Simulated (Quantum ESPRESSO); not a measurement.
**CuO under changes of volume**

One of the cells (11.721 Å³/atom); the others are scaled copies at fixed shape and fractional positions:

```
Cu O
1.0
     3.17550    0.00000    0.00000
     0.00000    3.17550    0.00000
     0.00000    0.00000    4.64953
Cu O
2 2
Direct
  0.00000 0.00000 0.00000
  0.50000 0.50000 0.00000
  0.50000 0.00000 0.26700
  0.00000 0.50000 0.73300
```

The cell was built by a generator and needn't be a form met in nature.

```yaml
Program: Quantum ESPRESSO 7.5
Functional: r2SCAN
Potentials_or_basis: SG15 PBE 1.2
Cutoff: 1197 eV
Density_cutoff: 4789 eV
k_mesh: 4 × 4 × 3
Occupations: fermi-dirac, width 0.05 eV
Spin: no spin polarisation
```

```csv
volume (Å³/atom),energy over the lowest point (meV/atom),pressure (GPa),largest force (eV/Å)
11.018,96.29,22.7,0.569
11.252,66.41,18.2,0.863
11.487,42.87,14.1,1.132
11.721,25.02,10.4,1.380
11.956,?,?,?
12.190,4.08,4.1,1.817
12.424,0.00,1.5,2.010
```

What does the run at 11.956 Å³/atom give?

Energy over the lowest point 12.26 meV/atom; pressure 7.1 GPa; largest force 1.608 eV/Å.

Worked out: A Birch-Murnaghan fit of order 3 (a polynomial in V^(-2/3)) to the other rows has its minimum at 12.57 Å³/atom, just outside them, with B0 = V·E''(V) = 126 GPa and B' = 4.8 at fixed shape and positions, which overstates the stiffness. It gives 12.25 meV/atom at 11.956 Å³/atom, against the run's 12.26, and -dE/dV = 7.1 GPa, against 7.1.

Energies are extrapolated to zero smearing.

Caveats: all runs use coarse meshes; the potentials were made for another functional, which shifts forces and pressure; the run has no spin polarisation, though such a crystal can be magnetic.
